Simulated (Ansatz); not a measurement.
# SiS2: the cell at several levels of theory, part 2 of 2

Ansatz 0.2.0, plane waves.

## Step 3: Relaxation with r2SCAN+rVV10

It starts from the cell of step 2.

Contents of input.yaml:

```yaml
crystal:
  lattice:
    - [-2.7040103152, 4.7830254958, 2.7634210792]
    - [2.7040103152, -4.7830254958, 2.7634210792]
    - [2.7040103152, 4.7830254958, -2.7634210792]
  atoms:
    - { symbol: Si, position: [0.75, 0.75, 0.0] }
    - { symbol: Si, position: [0.25, 0.25, 0.0] }
    - { symbol: S, position: [0.8807108475, 0.7831345643, 0.6638454118] }
    - { symbol: S, position: [0.1192891525, 0.2168654357, 0.3361545882] }
    - { symbol: S, position: [0.6192891525, 0.2831345643, 0.9024237168] }
    - { symbol: S, position: [0.3807108475, 0.7168654357, 0.0975762832] }
kpoints:
  mp_grid: { grid: [6, 6, 6] }
hamiltonian:
  xc: r2scan
  dispersion: rvv10
scf:
  occupations: { method: fermi_dirac, width: 0.02 }
relax:
  f_tol: 0.005
  cell: {}
```

Command:

```console
> ansatz run input.yaml --threads 2 --pin off --max-ram 29491MiB --backend cpu --events-out ev --progress --plain --runs-dir out
```

The program printed (excerpt; [...] marks lines left out):

```text
[...]
Pseudopotentials: kind: paw
Pseudopotential: Si, paw, valence charge 4, recommended cutoff 500 eV (meta_gga), Si.paw.azcp
Pseudopotential: S, paw, valence charge 6, recommended cutoff 500 eV (meta_gga), S.paw.azcp
Functional definition: r2SCAN+rVV10
[...]
Crystal: 6 atoms, lattice volume = 142.961 Å³
Basis set: ecut = 500 eV, 3619 PW (Γ), exchange–correlation on 216×216×216 points (64 copies of the dense FFT grid, shifted against one another)
Bands: 22, of which v1, the nominal top of the filled ones, is band 16 counted from 1 (15 counted from 0)
Symmetry: 8 space group operations
Space group: Ibam (ITA 72), of the structure as read, at distance tolerance 5.2e-5 Å
k-points: 46 of 216
[...]
rVV10 density: all electrons in the spheres
[...]
  P = ⅓ Tr σ = 0.0150 GPa (0.150 kbar)
--- Relaxed structure (7 steps of the walk, 7 accepted, 1 SCFs on fresh bases) ---
  F+E_penalty+E_count = -4902.62817749 eV   max|allowed force component| = 2.144e-3 eV/Å   (the final SCF, on the basis selected at the relaxed cell)
  cell:  # Å, volume = 145.8592 Å³
    - [-2.766872794935659, 4.771993289763402, 2.761753177157234]
    - [2.766872794935659, -4.771993289763402, 2.761753177157234]
    - [2.766872794935659, 4.771993289763402, -2.761753177157234]
  atoms:
    - { symbol: Si, position: [0.7499999999999998, 0.7499999999999998, 5.376453664180637e-20] }
    - { symbol: Si, position: [0.24999999999999997, 0.24999999999999997, 5.3764536641806364e-20] }
    - { symbol: S, position: [0.8815736411146319, 0.7888797595641761, 0.6704534006788082] }
    - { symbol: S, position: [0.11842635888536801, 0.2111202404358238, 0.3295465993211918] }
    - { symbol: S, position: [0.618426358885368, 0.2888797595641763, 0.9073061184495441] }
    - { symbol: S, position: [0.38157364111463205, 0.7111202404358239, 0.0926938815504559] }
```

It took 1.9 min on 2 threads of AMD EPYC 7R13 (Zen 3), shared host; peak memory 1.4 GiB.

The steps:

```csv
step,energy change (meV/atom),largest force (eV/Å),pressure (GPa),volume (Å³/atom)
1,0.0,0.1851,-0.67,23.827
2,-1.3,0.0157,-0.13,24.427
3,-1.5,0.0040,-0.03,24.335
4,-1.5,0.0012,0.01,24.318
5,-1.5,0.0054,0.03,24.307
6,-1.5,0.0015,0.02,24.309
7,-1.5,0.0021,0.01,24.310
8,-1.6,0.0021,0.01,24.310
```

The table lists every geometry solved, with passes on a fresh basis, whose energies don't compare exactly with the rows above.

Edges and angles are those of the input's own cell, so that the axes keep their names.

|  | before | after | change |
| --- | --- | --- | --- |
| a (Å) | 6.150 | 6.169 | +0.30 % |
| b (Å) | 6.150 | 6.169 | +0.30 % |
| c (Å) | 6.150 | 6.169 | +0.30 % |
| α (°) | 127.836 | 126.702 | -0.89 % |
| β (°) | 77.900 | 78.650 | +0.96 % |
| γ (°) | 126.600 | 126.808 | +0.16 % |
| volume (Å³/atom) | 23.827 | 24.310 | +2.03 % |
| shortest distance (Å) | 2.142 | 2.133 | -0.41 % |
| space group | Ibam | Ibam | same |

## Step 4: PBE-D4: cell and atoms

Changes to input.yaml since step 3:

```diff
@@ -15,4 +15,4 @@
 hamiltonian:
-  xc: r2scan
-  dispersion: rvv10
+  xc: pbe
+  dispersion: d4
 scf:
```

Command:

```console
> ansatz run input.yaml --threads 2 --pin off --max-ram 29491MiB --backend cpu --events-out ev --progress --plain --runs-dir out
```

The program printed (excerpt; [...] marks lines left out):

```text
[...]
[... 4 set-up lines as earlier in the session ...]
[...]
Crystal: 6 atoms, lattice volume = 142.961 Å³
Basis set: ecut = 420 eV, 2771 PW (Γ), exchange–correlation on 90×90×90 points (8 copies of the dense FFT grid, shifted against one another)
Bands: 22, of which v1, the nominal top of the filled ones, is band 16 counted from 1 (15 counted from 0)
[... 2 set-up lines as earlier in the session ...]
k-points: 46 of 216
[...]
SCF iter   1: F=—  HF=-4885.366417 eV  |F-HF|=—  |Δ(HF+E_count)|=         —  Δρ=1.20e-3  dr2=1.30e-3  ethr=1.77e-3  ⟨swp⟩=8.5  Hψ=6598  notcnv=0  defer=1
[...]
       -0.000000       0.000000      -0.010349
  P = ⅓ Tr σ = -0.0052 GPa (-0.052 kbar)
--- Relaxed structure (3 steps of the walk, 3 accepted, 1 SCFs on fresh bases) ---
  F+E_penalty+E_count = -4885.36402074 eV   max|allowed force component| = 9.021e-4 eV/Å   (the final SCF, on the basis selected at the relaxed cell)
  cell:  # Å, volume = 142.0875 Å³
    - [-2.6951335875704006, 4.771310322133783, 2.7623454657715283]
    - [2.6951335875704006, -4.771310322133783, 2.7623454657715283]
    - [2.6951335875704006, 4.771310322133783, -2.7623454657715283]
  atoms:
    - { symbol: Si, position: [0.75, 0.75, 1.511180421175604e-20] }
    - { symbol: Si, position: [0.25, 0.25, 1.511180421175604e-20] }
    - { symbol: S, position: [0.8804368170234744, 0.7822831266593773, 0.6627199436828518] }
    - { symbol: S, position: [0.11956318297652549, 0.2177168733406228, 0.33728005631714825] }
    - { symbol: S, position: [0.6195631829765256, 0.2822831266593773, 0.9018463096359027] }
    - { symbol: S, position: [0.38043681702347465, 0.717716873340623, 0.09815369036409742] }
```

It took 11 s on 2 threads of AMD EPYC 7R13 (Zen 3), shared host; peak memory 0.63 GiB.

Ionic steps:

```csv
step,energy change (meV/atom),largest force (eV/Å),pressure (GPa),volume (Å³/atom)
1,0.0,0.0057,-0.05,23.827
2,0.0,0.0063,-0.02,23.689
3,0.0,0.0009,0.00,23.681
4,0.0,0.0009,-0.01,23.681
```

The table lists every geometry solved, with passes on a fresh basis, whose energies don't compare exactly with the rows above.

```
                       before   after   change
                a (Å)   5.408   5.390  -0.33 %
                b (Å)   9.566   9.543  -0.24 %
                c (Å)   5.527   5.525  -0.04 %
     volume (Å³/atom)  23.827  23.681  -0.61 %
shortest distance (Å)   2.142   2.142  -0.00 %
          space group    Ibam    Ibam     same
```

## Step 5: Results

What follows sums up all 2 parts.

```
       level  a (Å)  b (Å)  c (Å)  volume (Å³/atom)  space group  SCF geometries
  PBE-D3(BJ)  5.408  9.566  5.527            23.827         Ibam               9
r2SCAN+rVV10  5.534  9.544  5.524            24.310         Ibam               8
      PBE-D4  5.390  9.543  5.525            23.681         Ibam               4
```

**Reading.** From the start to the first minimum the volume moved by -8.7 %. PBE-D4 gives the smallest cell and r2SCAN+rVV10 the largest; they differ by 2.7 % in volume, a mean of 0.9 % in length.
